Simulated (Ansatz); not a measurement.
Write the native input for Ansatz 0.2.0 that does the following.

| Property | Result |
| --- | --- |
| Task | band structure |
| Functional | LDA |
| Potentials or basis | all-electron LAPW, relativistic spinors |
| Cutoff | 277 eV (chosen from the basis error) |
| Basis error allowed | 0.001 eV/atom |
| k mesh | 8 × 8 × 5 |
| Occupations | fermi-dirac, width 0.05 eV |
| Spin | spin-orbit coupling, no magnetisation |

Crystal: Ir.

```xyz
2
Lattice="2.7514 0.0000 0.0000 -1.3757 2.3828 0.0000 0.0000 0.0000 4.4623" Properties=species:S:1:pos:R:3 pbc="T T T"
Ir    0.0000    1.5885    1.1156
Ir    1.3757    0.7943    3.3467
```

This isn't the form of Ir at room conditions, which is fcc.

These files were run (other wordings do the same):

input.yaml

```yaml
crystal:
  lattice:
    - [2.7513778946, 0.0, 0.0]
    - [-1.3756889473, 2.3827631521, 0.0]
    - [0.0, 0.0, 4.46229]
  atoms:
    - { symbol: Ir, position: [0.3333333333, 0.6666666667, 0.25] }
    - { symbol: Ir, position: [0.6666666667, 0.3333333333, 0.75] }
kpoints:
  mp_grid: { grid: [8, 8, 5] }
  band_path:
    path:
      - [0.0, 0.0, 0.0]
      - [0.5, 0.0, 0.0]
      - [0.3333333333, 0.3333333333, 0.0]
      - [0.0, 0.0, 0.0]
      - [0.0, 0.0, 0.5]
      - [0.5, 0.0, 0.5]
      - [0.3333333333, 0.3333333333, 0.5]
      - [0.0, 0.0, 0.5]
    npoints: 12
scf:
  occupations: { method: fermi_dirac, width: 0.05 }
hamiltonian:
  xc: lda
  pseudopotentials: { kind: all_electron, lapw: { basis_error: 0.001 } }
magnetization:
  noncollinear: true
  spin_orbit: true
output:
  forces: true
  stress: true
  eigenvalues: true
```

Potentials or basis: all-electron LAPW, relativistic spinors.

Run with:

```bash
$ ansatz run input.yaml --threads 1 --pin off --max-ram 3072MiB --backend cpu --events-out ev --progress --plain --runs-dir out
```

Results of the run:

| Property | Result |
| --- | --- |
| Pressure | -16.4 GPa |
| Band gap along the path | none (metal or under the smearing width) |

Caveat: the k mesh is thin for a metal, which can move the energy by tens of meV per atom.

Wall time 3.6 min on 1 thread of Intel(R) Xeon(R) Platinum 8259CL CPU @ 2.50GHz (Skylake/Cascade Lake) (shared host), peak memory 0.78 GiB.
